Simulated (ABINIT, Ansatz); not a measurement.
Given: the input of a run of Ansatz 0.2.0 on Bi.

The input input.yaml:

```yaml
crystal:
  lattice:
    - [4.6584121839, 0.0, 0.0]
    - [0.0, 4.52638858, 0.0]
    - [-0.3459734563, 0.0, 6.5119480672]
  atoms:
    - { symbol: Bi, position: [0.25137492, 0.25, 0.74873338] }
    - { symbol: Bi, position: [0.74862508, 0.75, 0.25126662] }
    - { symbol: Bi, position: [0.24988769, 0.25, 0.24888033] }
    - { symbol: Bi, position: [0.75011231, 0.75, 0.75111967] }
hamiltonian:
  xc: pbesol
  pseudopotentials: { kind: paw }
kpoints:
  mp_grid: { grid: [6, 6, 4] }
scf:
  occupations: { method: fermi_dirac, width: 0.05 }
output:
  forces: true
  stress: true
  eigenvalues: true
```

Potentials or basis: Ansatz PAW.

Run with:

```bash
$ ansatz run input.yaml --threads 1 --pin off --max-ram 3584MiB --backend cpu --events-out ev --progress --plain --runs-dir out
```

Q: What does the same run look like in ABINIT 10.8.3 (patched build)? Potentials or basis there: JTH PAW PBE v2.0, cutoff 599 eV.

A: As run (cutoffs and basis follow the program's own potentials, and thresholds, step limits or extra output files can differ):

run.abi

```
# Pseudopotentials
pp_dirpath "./"
pseudos "Bi.GGA_PBE-JTH.xml"

# Structure
acell 3*1.0 Angstrom
rprim
     4.6584121839     0.0000000000     0.0000000000
     0.0000000000     4.5263885800     0.0000000000
    -0.3459734563     0.0000000000     6.5119480672
ntypat 1
znucl 83
natom 4
typat 1 1 1 1
xred
     0.2513749200     0.2500000000     0.7487333800
     0.7486250800     0.7500000000     0.2512666200
     0.2498876900     0.2500000000     0.2488803300
     0.7501123100     0.7500000000     0.7511196700
chkprim 0
chksymtnons 0
tolsym 1.0e-6

# Plane-wave basis
ecut 598.650497 eV
pawecutdg 44.0
pawxcdev 0

# k points
kptopt 1
ngkpt 6 6 4
nshiftk 1
shiftk 0.0 0.0 0.0

# Exchange and correlation
ixc -116133

# Bands and occupations
nband 36
occopt 3
tsmear 0.00183747

# SCF cycle
nstep 100
tolvrs 1.0e-9

# Output
iomode 3
prtwf 0
prtden 0
prteig 0
prtebands 0
```

Potentials or basis: JTH PAW PBE v2.0.

Command:

```bash
$ mpirun --bind-to none -np 4 abinit run.abi > log 2>&1
```

Both were run:

|  | Ansatz | ABINIT |
| --- | --- | --- |
| Pressure | -1.4 GPa | -1.4 GPa |

Ansatz's pressure holds a Pulay term of +0.03 GPa for its cutoff of 420 eV, which the other run lacks.

Ansatz's potentials were made for PBE. ABINIT's potentials were made for PBE.

Where Ansatz's input types no cutoff or centring, it takes its own default and a Γ-centred mesh.

Pressure is positive in compression.
